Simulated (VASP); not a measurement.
Input of a VASP 6.6.1 run:

The input INCAR:

```
SYSTEM = MnS
PREC = Accurate ; ENCUT = 520
EDIFF = 1E-7 ; ISMEAR = 0
SIGMA = 0.02 ; LREAL = .FALSE.
LASPH = .TRUE. ; NELM = 120
ALGO = Normal ; ISIF = 3
LWAVE = .FALSE. ; LCHARG = .FALSE.
ISPIN = 2 ; MAGMOM = 5 -5 0 0
LORBIT = 11 ; LMAXMIX = 4
GGA = PE ; IBRION = 2
NSW = 80 ; EDIFFG = -0.002
```

File KPOINTS:

```
Automatic mesh
0
G
  3 3 3
  0 0 0
```

File POSCAR:

```
MnS                                     
1.0
   -2.4833132259     -2.4833132259      5.0785968730
   -5.0785968730     -2.4833132259      2.4833132259
   -2.4833132259     -5.0785968730      2.4833132259
  Mn              S             
     2     2
Direct
     0.0000000000000000    0.0000000000000000    0.0000000000000000
     0.5000000000000000    0.5000000000000000    0.5000000000000000
     0.2500000000000000    0.2500000000000000    0.2500000000000000
     0.7500000000000000    0.7500000000000000    0.7500000000000000
```

Potentials or basis: VASP PAW PBE potentials, release 64 (Mn_pv, S).

Run with:

```bash
$ cat potpaw_PBE.64/Mn_pv/POTCAR potpaw_PBE.64/S/POTCAR > POTCAR
$ mpirun -np 1 vasp_std > vasp.out
```

Predict the net moment.

0.00 μB per cell.

What does it give for the band gap on the k mesh?

1.09 eV.

Predict the site moments.

Mn +4.14, -4.14; S +0.00 μB.

Final structure:
```
CELL_PARAMETERS angstrom
-2.48331 -2.48331 5.07860
-5.07860 -2.48331 2.48331
-2.48331 -5.07860 2.48331
ATOMIC_POSITIONS crystal
Mn 0.00000 0.00000 0.00000
Mn 0.50000 0.50000 0.50000
S 0.25000 0.25000 0.25000
S 0.75000 0.75000 0.75000
```

Caveat: the k mesh is coarse (spacing up to 0.67 Å⁻¹), so the values aren't converged; the relaxation stopped at its first step, so nothing moved; an odd mesh through Γ misses points on the zone boundary, where band edges often lie. As with any semilocal functional, this PBE gap is likely too small.
